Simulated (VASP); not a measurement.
# TcO2: formation energy of a vacancy on the Tc site

Wanted: what a vacancy on the Tc site costs in TcO2 and how the lattice relaxes round it. The crystal is hypothetical: the elements were put on the sites of a structure type.

Calculated with VASP 6.6.1; PBE; plane waves and PAW (Tc, O), in the first sound run; inputs show where later runs differ.

## (1) The host crystal

Symmetry: Fm-3m, No. 225, cubic system. The conventional cell has a = 4.901 Å, b = 4.901 Å, c = 4.901 Å, α = 90.00°, β = 90.00°, γ = 90.00°. Nearest to Tc lie 8 O at 2.12 Å. Nearest to O lie 4 Tc at 2.12 Å. Farther neighbours and most contacts between anions are not listed.

## (2) The host at zero pressure

The later steps need the crystal at this functional's own lattice; a raised cutoff keeps the stress reliable while the cell changes.

Contents of INCAR:

```
SYSTEM = TcO2
PREC = Accurate
ENCUT = 520
EDIFF = 1E-06
NELM = 120
ISMEAR = 0
SIGMA = 0.05
LREAL = .FALSE.
ALGO = Normal
GGA = PE
NBANDS = 15
LORBIT = 11
LWAVE = .FALSE.
LCHARG = .FALSE.
KPAR = 4
IBRION = 2
NSW = 40
ISIF = 3
EDIFFG = -0.02
POTIM = 0.4
```

Contents of POSCAR:

```
TcO2
1.0
    0.0000000000      2.4506882600      2.4506882600
    2.4506882600      0.0000000000      2.4506882600
    2.4506882600      2.4506882600      0.0000000000
Tc O
1 2
Direct
    0.0000000000      0.0000000000      0.0000000000
    0.2500000000      0.2500000000      0.2500000000
    0.7500000000      0.7500000000      0.7500000000
```

Contents of KPOINTS:

```
Automatic mesh
0
Gamma
7 7 7
0 0 0
```

Potentials, in the order of the species: Tc and O (PBE family, release 64).

Launch:

```console
$ mpirun -np 4 vasp_std
```

Output:

```text
[banner, memory and clock lines left out]
running    4 mpi-ranks, on    1 nodes
 distrk:  each k-point on    1 cores,    4 groups
 distr:  one band on    1 cores,    1 groups

 POSCAR found type information on POSCAR TcO
 POSCAR found :  2 types and       3 ions
 LDA part: xc-table for (Slater+PW92), standard interpolation
 POSCAR, INCAR and KPOINTS ok, starting setup
 FFT: planning ... GRIDC
 FFT: planning ... GRID_SOFT
 FFT: planning ... GRID
 WAVECAR not read
 entering main loop
       N       E                     dE             d eps       ncg     rms          rms(c)
DAV:   1     0.979453272633E+02    0.97945E+02   -0.96479E+03   600   0.115E+03
DAV:   2    -0.238035514338E+02   -0.12175E+03   -0.11658E+03   733   0.265E+02
DAV:   3    -0.286500191602E+02   -0.48465E+01   -0.47751E+01   691   0.588E+01
DAV:   4    -0.286746589210E+02   -0.24640E-01   -0.24634E-01   733   0.463E+00
DAV:   5    -0.286748589880E+02   -0.20007E-03   -0.20006E-03   712   0.400E-01    0.231E+01
DAV:   6    -0.249402073024E+02    0.37347E+01   -0.23164E+01   621   0.431E+01    0.958E+00
DAV:   7    -0.237213322267E+02    0.12189E+01   -0.41499E+00   621   0.253E+01    0.744E+00
DAV:   8    -0.236400173875E+02    0.81315E-01   -0.46593E-01   600   0.709E+00    0.757E-01
DAV:   9    -0.236380618599E+02    0.19555E-02   -0.94844E-03   712   0.105E+00    0.833E-01
DAV:  10    -0.236309263692E+02    0.71355E-02   -0.15642E-02   600   0.134E+00    0.210E-01
DAV:  11    -0.236306249912E+02    0.30138E-03   -0.10165E-03   733   0.300E-01    0.113E-01
DAV:  12    -0.236305686331E+02    0.56358E-04   -0.12469E-04   600   0.113E-01    0.444E-02
DAV:  13    -0.236305672475E+02    0.13855E-05   -0.34425E-05   621   0.497E-02    0.265E-03
DAV:  14    -0.236305675212E+02   -0.27364E-06   -0.43732E-07   532   0.591E-03
   1 F= -.23630568E+02 E0= -.23626200E+02  d E =-.236306E+02
 curvature:   0.00 expect dE= 0.000E+00 dE for cont linesearch  0.000E+00
 trial: gam= 0.00000 g(F)=  0.826E-48 g(S)=  0.759E-01 ort = 0.000E+00 (trialstep = 0.100E+01)
 search vector abs. value=  0.759E-01
 bond charge predicted
       N       E                     dE             d eps       ncg     rms          rms(c)
DAV:   1    -0.238780170609E+02   -0.24745E+00   -0.69462E+00   600   0.253E+01    0.510E+00
DAV:   2    -0.236862718318E+02    0.19175E+00   -0.60649E-01   621   0.732E+00    0.269E+00
DAV:   3    -0.236404356448E+02    0.45836E-01   -0.90917E-02   600   0.363E+00    0.916E-01
DAV:   4    -0.236297270053E+02    0.10709E-01   -0.20923E-02   691   0.117E+00    0.132E-01
DAV:   5    -0.236296066543E+02    0.12035E-03   -0.16275E-03   663   0.282E-01    0.842E-02
DAV:   6    -0.236295793838E+02    0.27270E-04   -0.25387E-04   733   0.136E-01    0.105E-02
DAV:   7    -0.236295821917E+02   -0.28079E-05   -0.62782E-06   656   0.208E-02    0.202E-03
DAV:   8    -0.236295823129E+02   -0.12121E-06   -0.18592E-07   370   0.423E-03
   2 F= -.23629582E+02 E0= -.23625213E+02  d E =0.985208E-03
 trial-energy change:    0.000985  1 .order    0.002850   -0.075934    0.081635
 step:   0.4997(harm=  0.4819)  dis= 0.00000  next Energy=   -23.649771 (dE=-0.192E-01)
 bond charge predicted
       N       E                     dE             d eps       ncg     rms          rms(c)
DAV:   1    -0.237121620249E+02   -0.82580E-01   -0.17245E+00   600   0.124E+01    0.255E+00
DAV:   2    -0.236654353625E+02    0.46727E-01   -0.15636E-01   621   0.374E+00    0.140E+00
DAV:   3    -0.236530136689E+02    0.12422E-01   -0.24445E-02   607   0.197E+00    0.515E-01
DAV:   4    -0.236499742872E+02    0.30394E-02   -0.59937E-03   698   0.626E-01    0.624E-02
DAV:   5    -0.236499176237E+02    0.56663E-04   -0.34365E-04   642   0.133E-01    0.321E-02
DAV:   6    -0.236499128230E+02    0.48007E-05   -0.47505E-05   726   0.612E-02    0.414E-03
DAV:   7    -0.236499128928E+02   -0.69796E-07   -0.13149E-06   524   0.985E-03
   3 F= -.23649913E+02 E0= -.23645549E+02  d E =-.193454E-01
 curvature:  -0.24 expect dE=-0.372E-06 dE for cont linesearch -0.372E-06
 trial: gam=-0.00449 g(F)=  0.123E-47 g(S)=  0.155E-05 ort = 0.343E-03 (trialstep = 0.900E+00)
 search vector abs. value=  0.131E-09
 reached required accuracy - stopping structural energy minimisation
```

Run time: 5.2 s. Hardware: 4 MPI ranks of AMD EPYC 9R45, shared host; peak memory 0.55 GiB; 18 s of CPU time.

The logs omit lines about the potential files and the build; timing stands in the text.

Parts of OUTCAR (step 2):

```text
ion  position               nearest neighbor table
   1  0.000  0.000  0.000-   3 2.12   2 2.12   3 2.12   2 2.12   3 2.12   3 2.12   2 2.12   2 2.12

  LATTYP: Found a face centered cubic cell.
 ALAT       =     4.9013765200

 Subroutine GETGRP returns: Found 48 space group operations
 (whereof 48 operations were pure point group operations)

The static configuration has the point symmetry O_h .

 Found     20 irreducible k-points:

   k-points           NKPTS =     20   k-points in BZ     NKDIM =     20   number of bands    NBANDS=     15

   dimension x,y,z NGX =    28 NGY =   28 NGZ =   28
   dimension x,y,z NGXF=    56 NGYF=   56 NGZF=   56

   ENCUT  =  520.0 eV  38.22 Ry    6.18 a.u.   6.44  6.44  6.44*2*pi/ulx,y,z

   NELECT =      19.0000    total number of electrons

 k-points in reciprocal lattice and weights: Automatic mesh
   0.00000000  0.00000000  0.00000000       0.003
   0.14285714  0.00000000  0.00000000       0.023
   0.28571429  0.00000000  0.00000000       0.023
   0.42857143  0.00000000  0.00000000       0.023
   0.14285714  0.14285714  0.00000000       0.017
   0.28571429  0.14285714  0.00000000       0.070
   0.42857143  0.14285714  0.00000000       0.070
  -0.42857143  0.14285714  0.00000000       0.070
  -0.28571429  0.14285714  0.00000000       0.070
[...]
-0.42857143  0.42857143  0.14285714       0.070
  -0.28571429  0.42857143  0.14285714       0.070

 average (electrostatic) potential at core
       1 -69.7333       2 -67.1639       3 -67.1639

 E-fermi :   9.3408

 k-point     1 :       0.0000    0.0000    0.0000
  band No.  band energies     occupation
    ...
      6       6.7924      2.00000
      7       6.7924      2.00000
      8       6.7924      2.00000
      9       8.1189      2.00000
     10       8.1189      2.00000
     11      13.9016      0.00000
     12      13.9016      0.00000
     13      13.9016      0.00000
     14      15.1430      0.00000
     15      22.1146      0.00000

 k-point     2 :       0.1429    0.0000    0.0000
  band No.  band energies     occupation
    ...
      6       6.1516      2.00000
      7       6.1516      2.00000
      8       6.2505      2.00000
      9       8.6773      2.00000
     10       8.6773      2.00000
     11      13.1178      0.00000
     12      13.6510      0.00000
     13      13.6510      0.00000
     14      15.9291      0.00000
     15      21.7447      0.00000

 k-point     3 :       0.2857    0.0000    0.0000
  band No.  band energies     occupation
    ...
      6       5.2022      2.00000
      7       5.4624      2.00000
      8       5.4624      2.00000
      9       8.9805      2.00000
     10       8.9805      2.00000
     11      11.5653      0.00000
     12      13.3050      0.00000
     13      13.3050      0.00000
     14      17.4726      0.00000
     15      21.1859      0.00000

  Total       -0.0063292     -0.0063292     -0.0063292     -0.0000000      0.0000000     -0.0000000
  in kB       -0.3539692     -0.3539692     -0.3539692     -0.0000000      0.0000000     -0.0000000
  external PRESSURE =      -0.3539692 kB  Pullay stress =       0.0000000 kB

  energy-cutoff  :      520.00
  volume of cell :       28.65
      direct lattice vectors                 reciprocal lattice vectors
     0.000000000  2.428591641  2.428591641    -0.205880639  0.205880639  0.205880639
     2.428591641  0.000000000  2.428591641     0.205880639 -0.205880639  0.205880639
     2.428591641  2.428591641  0.000000000     0.205880639  0.205880639 -0.205880639

 POSITION                                       TOTAL-FORCE (eV/Angst)
 -----------------------------------------------------------------------------------
      0.00000      0.00000      0.00000        -0.000000     -0.000000     -0.000000
      1.21430      1.21430      1.21430         0.000000      0.000000      0.000000
      3.64289      3.64289      3.64289        -0.000000     -0.000000     -0.000000
 -----------------------------------------------------------------------------------
    total drift:                                0.000000      0.000000      0.000000

  FREE ENERGIE OF THE ION-ELECTRON SYSTEM (eV)
  ---------------------------------------------------
  free  energy   TOTEN  =       -23.6499128928 eV

  energy  without entropy=      -23.6411841539  energy(sigma->0) =      -23.64554852

 reached required accuracy - stopping structural energy minimisation

 total charge
# of ion       s       p       d       tot
------------------------------------------
    1        0.431   0.743   5.201   6.375
    2        1.570   3.438   0.000   5.009
    3        1.570   3.438   0.000   5.009
--------------------------------------------------
tot          3.572   7.620   5.201  16.392

[... 3 further parts left out ...]
```

CONTCAR:

```
TcO2
   1.00000000000000
     0.0000000000000000    2.4285916408575465    2.4285916408575465
     2.4285916408575465    0.0000000000000000    2.4285916408575465
     2.4285916408575465    2.4285916408575465    0.0000000000000000
  Tc              O
     1     2
Direct
     0.0000000000000000    0.0000000000000000    0.0000000000000000
     0.2500000000000000    0.2500000000000000    0.2500000000000000
     0.7500000000000000    0.7500000000000000    0.7500000000000000
```

This run has no spin polarisation. Its electron count is odd, so without a moment it is a metal by construction. The k-mesh is coarse for a metal. The data set Tc keeps the semicore shell frozen, which is cheaper and a little less accurate. The run keeps the 48 symmetry operations of its start, so it cannot find a distortion of lower symmetry.

The steps of the relaxation:

| step | energy less that of the first step (eV) | largest force (eV/Å) | pressure (GPa) | volume (Å³) |
| --- | --- | --- | --- | --- |
| 1 | 0.0000 | 0.0000 | -7.63 | 29.44 |
| 2 | 0.0010 | 0.0000 | 8.67 | 27.87 |
| 3 | -0.0193 | 0.0000 | -0.04 | 28.65 |

| conventional cell, symmetrised | before | after | change |
| --- | --- | --- | --- |
| a (Å) | 4.901 | 4.857 | -0.9 % |
| b (Å) | 4.901 | 4.857 | -0.9 % |
| c (Å) | 4.901 | 4.857 | -0.9 % |
| volume (Å³/atom) | 9.81 | 9.55 | -2.7 % |

Final coordinates:

```xyz
3
Lattice="0.0000 2.4286 2.4286 2.4286 0.0000 2.4286 2.4286 2.4286 0.0000" Properties=species:S:1:pos:R:3 pbc="T T T"
Tc    0.0000    0.0000    0.0000
O     1.2143    1.2143    1.2143
O     3.6429    3.6429    3.6429
```

Numbers from this step:

```yaml
electronic_cycles: 29
electrons: 19
free_energy_toten: -23.65 eV
energy_at_zero_smearing: -23.65 eV
fermi_energy: 9.341 eV
labelled_metallic_from_the_levels_on_this_mesh: yes
```

The run ended after 3 ionic steps, 0.019 eV below its first step, once forces and stress met EDIFFG = -0.02.

(Continued in part 2 of 4.)

[Lines on the potential files, build, host, timing and source positions are cut from VASP's logs without a mark.]

[Logs are printed without paths, hosts, clocks, repeated set-up lines and the standing remarks that a program may print on its own settings, such as how far it seeks lower states.]

[Hosts, paths, dates, database ids (printed as entryN), source tags and the programs' standing remarks are cut or masked in the printed files.]

[In band tables of VASP the shares of atoms and orbitals are scaled to a sum of 1 inside the atoms' spheres.]

[Runs that stopped without an error message from VASP are left out.]
